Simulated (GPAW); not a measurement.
# TaS2 (P-3m1) in GPAW: convergence with smearing function

Aim: find how far smearing function must go before the results for TaS2 settle, at PBE. This setting moves, with any that are tied to it; all else stays.

All numbers are computed with GPAW 26.7.0; they aren't measurements. Logs are shortened: lines on timing, memory, paths and dates and some standing lists are left out, and cuts for length are marked. The log counts tension as positive stress, the text compression.

### Step 1. The structure

It takes space group P-3m1 (No. 164, trigonal). Conventional cell: a = 3.350 Å, b = 3.350 Å, c = 5.860 Å, α = 90.00°, β = 90.00°, γ = 120.00°. Around Ta (site symmetry -3m) lie 6 S at 2.43 Å. S (site symmetry 3m) has 3 Ta at 2.43 Å as nearest neighbours.

### Step 2. With smearing function fermi-dirac

run.py reads:

```python
from ase.dft.bandgap import bandgap
from ase.io import read, write
from ase.units import GPa
from gpaw import GPAW, PW

atoms = read('TaS2.xyz')

calc = GPAW(mode=PW(600),
            xc='PBE',
            kpts={'size': (7, 7, 4), 'gamma': True},
            occupations={'name': 'fermi-dirac', 'width': 0.1},
            nbands=25,
            convergence={'density': 1e-05, 'energy': 1e-05},
            maxiter=100,
            txt='gpaw.txt')
atoms.calc = calc
energy = atoms.get_potential_energy()
forces = atoms.get_forces()
stress = atoms.get_stress()
calc.write('gs.gpw')
write('result.traj', atoms)
print(f'Energy: {energy:.6f} eV')
print('Forces (eV/A):')
print(forces.round(4))
print('Stress (GPa):', (stress / GPa).round(3))
print('Fermi level:', round(calc.get_fermi_level(), 4), 'eV')
print(f'Gap: {bandgap(calc)[0]:.4f} eV, direct: {bandgap(calc, direct=True)[0]:.4f} eV')
```

TaS2.xyz reads:

```xyz
3
Lattice="3.3500000000 0.0000000000 0.0000000000 -1.6750000000 2.9011851027 0.0000000000 0.0000000000 0.0000000000 5.8600000000" Properties=species:S:1:pos:R:3 pbc="T T T"
Ta     0.0000000000      0.0000000000      0.0000000000
S      1.6750000002      0.9670617008      4.3950000000
S     -0.0000000002      1.9341234019      1.4650000000
```

Potentials or basis: GPAW PAW data sets (gpaw-data 1.2.1), pw.

Launch:

```console
$ OMP_NUM_THREADS=1 python run.py
```

Run time: 20 s. Hardware: 1 thread of Arm Neoverse V2, shared host; peak memory 0.17 GiB.

The run converged. Its results:

```yaml
Free_energy: -21.0493 eV
Pressure: 9.5 GPa
Largest_force: 1.245 eV/Å
Band_gap_on_the_k_mesh: none (metal or under the smearing width)
```

### Step 3. With smearing function gaussian

Changes to run.py since step 2:

```diff
@@ -10,3 +10,3 @@
             kpts={'size': (7, 7, 4), 'gamma': True},
-            occupations={'name': 'fermi-dirac', 'width': 0.1},
+            occupations={'name': 'methfessel-paxton', 'order': 0, 'width': 0.1},
             nbands=25,
```

TaS2.xyz is that of step 2.

Potentials or basis: GPAW PAW data sets (gpaw-data 1.2.1), pw.

Launch:

```console
$ OMP_NUM_THREADS=1 python run.py
```

Wall time 19 s (1 thread of Arm Neoverse V2, shared host); peak memory 0.17 GiB.

Results (log left out):

- Free energy: -21.0179 eV
- Pressure: 9.4 GPa
- Largest force: 1.254 eV/Å
- Band gap on the k mesh: none (metal or under the smearing width)

### Step 4. With smearing function marzari-vanderbilt

Changes to run.py since step 3:

```diff
@@ -10,3 +10,3 @@
             kpts={'size': (7, 7, 4), 'gamma': True},
-            occupations={'name': 'methfessel-paxton', 'order': 0, 'width': 0.1},
+            occupations={'name': 'marzari-vanderbilt', 'width': 0.1},
             nbands=25,
```

TaS2.xyz is that of step 3.

Launch:

```console
$ OMP_NUM_THREADS=1 python run.py
```

It took 21 s on 1 thread of Arm Neoverse V2, shared host; peak memory 0.17 GiB.

The run converged. Its results:

| Item | Value |
| --- | --- |
| Free energy | -21.0104 eV |
| Pressure | 9.4 GPa |
| Largest force | 1.265 eV/Å |
| Band gap on the k mesh | none (metal or under the smearing width) |

### Step 5. With smearing function methfessel-paxton

Changes to run.py since step 4:

```diff
@@ -10,3 +10,3 @@
             kpts={'size': (7, 7, 4), 'gamma': True},
-            occupations={'name': 'marzari-vanderbilt', 'width': 0.1},
+            occupations={'name': 'methfessel-paxton', 'width': 0.1, 'order': 1},
             nbands=25,
```

TaS2.xyz is that of step 4.

Launch:

```console
$ OMP_NUM_THREADS=1 python run.py
```

It took 20 s on 1 thread of Arm Neoverse V2, shared host; peak memory 0.17 GiB.

Results (log left out):

```
Free energy            : -21.0101 eV
Pressure               : 9.4 GPa
Largest force          : 1.261 eV/Å
Band gap on the k mesh : none (metal or under the smearing width)
```

### Step 6. With smearing function tetrahedron-method

Changes to run.py since step 5:

```diff
@@ -10,3 +10,3 @@
             kpts={'size': (7, 7, 4), 'gamma': True},
-            occupations={'name': 'methfessel-paxton', 'width': 0.1, 'order': 1},
+            occupations={'name': 'tetrahedron-method'},
             nbands=25,
```

TaS2.xyz is that of step 5.

Potentials or basis: GPAW PAW data sets (gpaw-data 1.2.1), pw.

Launch:

```console
$ OMP_NUM_THREADS=1 python run.py
```

Run time: 20 s. Hardware: 1 thread of Arm Neoverse V2, shared host; peak memory 0.17 GiB.

It converged, with:

| Item | Value |
| --- | --- |
| Free energy | -20.9270 eV |
| Pressure | 9.8 GPa |
| Largest force | 1.256 eV/Å |
| Band gap on the k mesh | none (metal or under the smearing width) |

### Step 7. With smearing function improved-tetrahedron-method

Changes to run.py since step 6:

```diff
@@ -10,3 +10,3 @@
             kpts={'size': (7, 7, 4), 'gamma': True},
-            occupations={'name': 'tetrahedron-method'},
+            occupations={'name': 'improved-tetrahedron-method'},
             nbands=25,
```

TaS2.xyz is that of step 6.

Launch:

```console
$ OMP_NUM_THREADS=1 python run.py
```

Wall time 20 s (1 thread of Arm Neoverse V2, shared host); peak memory 0.17 GiB.

The run converged. Its results:

```
Free energy            : -21.0323 eV
Pressure               : 9.4 GPa
Largest force          : 1.298 eV/Å
Band gap on the k mesh : none (metal or under the smearing width)
```

### Step 8. With smearing function fixed

Changes to run.py since step 7:

```diff
@@ -10,3 +10,3 @@
             kpts={'size': (7, 7, 4), 'gamma': True},
-            occupations={'name': 'improved-tetrahedron-method'},
+            occupations={'width': 0.0},
             nbands=25,
```

TaS2.xyz is that of step 7.

Potentials or basis: GPAW PAW data sets (gpaw-data 1.2.1), pw.

Launch:

```console
$ OMP_NUM_THREADS=1 python run.py
```

gpaw.txt:

```text
__  _  _
 | _ |_)|_||  |
 |__||  | ||/\| - 26.7.0

Input parameters:
  mode=PW(ecut=600.0),
  convergence={'density': 1e-05, 'energy': 1e-05},
  kpts=MonkhorstPack(size=(7, 7, 4), gamma=True),
  maxiter=100,
  nbands=25,
  occupations=Occupations(width=0.0),
  xc=XC(name='PBE')

Diagonalizing LCAO Hamiltonian
Converting LCAO to pw mode

            S

         S

       Ta

Atoms  # Å, Bohr magnetons
|   | symbol |         x |        y |        z |    initial magnetic moments |
|---|--------|-----------|----------|----------|-----------------------------|
| 0 |     Ta |  0.000000 | 0.000000 | 0.000000 | ( 0.0000,  0.0000,  0.0000) |
| 1 |      S |  1.675000 | 0.967062 | 4.395000 | ( 0.0000,  0.0000,  0.0000) |
| 2 |      S | -0.000000 | 1.934123 | 1.465000 | ( 0.0000,  0.0000,  0.0000) |

Unit cell  # Å
| periodic |         x |        y |        z |  lengths |     angles |
|----------|-----------|----------|----------|----------|------------|
|      yes |  3.350000 | 0.000000 | 0.000000 | 3.350000 |  90.000000 |
|      yes | -1.675000 | 2.901185 | 0.000000 | 3.350000 |  90.000000 |
|      yes |  0.000000 | 0.000000 | 5.860000 | 5.860000 | 120.000000 |

Number of symmetries: 12
Symmetry operations  # r_c * U_cc + t_c -> r_c
|    | kind |            matrix            |
|----|------|------------------------------|
|  0 |  σ   |  1, 1, 0,  0,-1, 0,  0, 0, 1 |
|  1 |  S6  |  1, 1, 0, -1, 0, 0,  0, 0,-1 |
|  2 |  E   |  1, 0, 0,  0, 1, 0,  0, 0, 1 |
|  3 |  C2  |  1, 0, 0, -1,-1, 0,  0, 0,-1 |
|  4 |  C2  |  0, 1, 0,  1, 0, 0,  0, 0,-1 |
|  5 |  C3  |  0, 1, 0, -1,-1, 0,  0, 0, 1 |
|  6 |  S6  |  0,-1, 0,  1, 1, 0,  0, 0,-1 |
|  7 |  σ   |  0,-1, 0, -1, 0, 0,  0, 0, 1 |
|  8 |  σ   | -1, 0, 0,  1, 1, 0,  0, 0, 1 |
|  9 |  i   | -1, 0, 0,  0,-1, 0,  0, 0,-1 |
| 10 |  C3  | -1,-1, 0,  1, 0, 0,  0, 0, 1 |
| 11 |  C2  | -1,-1, 0,  0, 1, 0,  0, 0,-1 |

BZ-sampling:
  Number of BZ points: 196
  Number of IBZ points: 28

  Monkhorst-Pack size: [7, 7, 4]
  Monkhorst-Pack shift: [0.0, 0.0, 0.125]

K-points  # in reciprocal-cell coordinates
[... 113 lines left out ...]
xc functional:
  name: PBE with 2 nearest neighbor stencil

convergence criteria:
- Maximum integral of absolute [dens]ity change: 1e-05 electrons / valence electron
- Maximum [total energy] change in last 3 cyles: 1e-05 eV / valence electron
- Maximum integral of absolute [eigenst]ate change: 4e-08 eV^2 / valence electron
maximum number of iterations: 100

SCF iterations
|iter     | |      energy | eigst |  dens |
|---------|-|-------------|-------|-------|
|iter:   1| |  -21.527659 | +0.24 |       |
|iter:   2| |  -21.426022 | -1.77 | -1.11 |
|iter:   3| |  -21.022844 | -1.53 | -1.16 |
|iter:   4| |  -21.023339 | -2.65 | -1.63 |
|iter:   5| |  -21.008165 | -3.26 | -1.81 |
|iter:   6| |  -21.007778 | -3.73 | -2.07 |
|iter:   7| |  -21.007525 | -5.25 | -2.83 |
|iter:   8| |  -21.007534 | -6.06 | -3.34 |
|iter:   9| |  -21.007531c| -6.59 | -2.97 |
|iter:  10| |  -21.007528c| -8.02c| -3.58 |
|iter:  11| |  -21.007525c| -7.75c| -3.69 |
|iter:  12| |  -21.007524c| -7.81c| -3.86 |
|iter:  13| |  -21.007523c| -7.92c| -4.14 |
|iter:  14| |  -21.007523c| -7.83c| -4.48 |
|iter:  15| |  -21.007523c| -8.46c| -4.95 |
|iter:  16| |  -21.007523c| -9.08c| -3.27 |
|iter:  17| |  -21.007523c| -9.14c| -5.29c|

Converged in 17 steps
Energy contributions relative to reference atoms: (reference = -445887.681196)

Energy contributions:
  Kinetic:          30.715722
  Coulomb:         -30.958411
  Zero:             -0.027373
  External:          0.000000
  Xc:              -20.737461
  Entropy:           0.000000
  Spinorbit:         0.000000
  ----------------------------
  Free energy:     -21.007523
  Extrapolated:    -21.007523

dipole moment: (-6.013868, -10.416325, -21.039563)  # |e|*Ang

Fermi level: 8.073
Eigenvalues  # (at kpt = [0.000, 0.000, 0.000])
| band index |      eig [eV] | occ [0-2] |
|------------|---------------|-----------|
|          0 |       -60.528 |     2.000 |
|        ... |               |           |
|          4 |        -7.099 |     2.000 |
|          5 |        -5.034 |     2.000 |
|          6 |         1.082 |     2.000 |
|          7 |         3.805 |     2.000 |
|          8 |         3.805 |     2.000 |
|          9 |         6.698 |     2.000 |
[... 8 lines left out ...]
|         18 |        13.638 |     0.000 |
|         19 |        16.963 |     0.000 |
|        ... |               |           |
|         24 |        21.926 |     0.000 |

No gap
No difference between direct/indirect transitions

Forces  # eV/Ang
|        x |       y |        z |
|----------|---------|----------|
|  0.00000 | 0.00000 |  0.00000 |  # Ta   0
|  0.00000 | 0.00000 | -1.21053 |  # S    1
| -0.00000 | 0.00000 |  1.21053 |  # S    2

Stress tensor  # eV/Ang^3
|         x |         y |         z |
|-----------|-----------|-----------|
| -0.050621 |  0.000000 |  0.000000 |
|  0.000000 | -0.050621 |  0.000000 |
|  0.000000 |  0.000000 | -0.078013 |

# Writing to gs.gpw (mode='')
```

Wall time 29 s (1 thread of Arm Neoverse V2, shared host); peak memory 0.17 GiB.

What came out:

```yaml
Free_energy: -21.0075 eV
Pressure: 9.6 GPa
Largest_force: 1.211 eV/Å
Band_gap_on_the_k_mesh: none (metal or under the smearing width)
```

### Step 9. The series at a glance

| smearing function | energy less the tightest run, at zero smearing (meV/atom) | pressure (GPa) | largest force (eV/Å) | SCF cycles | CPU time (s) | peak memory (GiB) |
| --- | --- | --- | --- | --- | --- | --- |
| fermi-dirac | -3.43 | 9.51 | 1.245 | 10 | 20 | 0.17 |
| gaussian | -0.86 | 9.42 | 1.254 | 10 | 19 | 0.17 |
| marzari-vanderbilt | -0.96 | 9.39 | 1.265 | 10 | 21 | 0.17 |
| methfessel-paxton | -0.42 | 9.39 | 1.261 | 10 | 20 | 0.17 |
| tetrahedron-method | 26.83 | 9.80 | 1.256 | 10 | 20 | 0.17 |
| improved-tetrahedron-method | -8.26 | 9.42 | 1.298 | 10 | 20 | 0.17 |
| fixed | 0.00 | 9.57 | 1.211 | 17 | 29 | 0.17 |

Not settled before the last step: the energy (to 1 meV/atom), the pressure (to 0.1 GPa), the largest force (to 0.005 eV/Å). Narrower smearing needs a denser k mesh, so at a fixed mesh the narrowest width isn't the most accurate. The tightest run that finished is the yardstick and may itself not be fully converged.

Caveats: this functional lacks dispersion, which binds the layers, so the pressure and a relaxed spacing across them are unreliable; forces of over 1 eV/Å show positions far from the minimum, so gaps and moduli don't describe the material at rest.
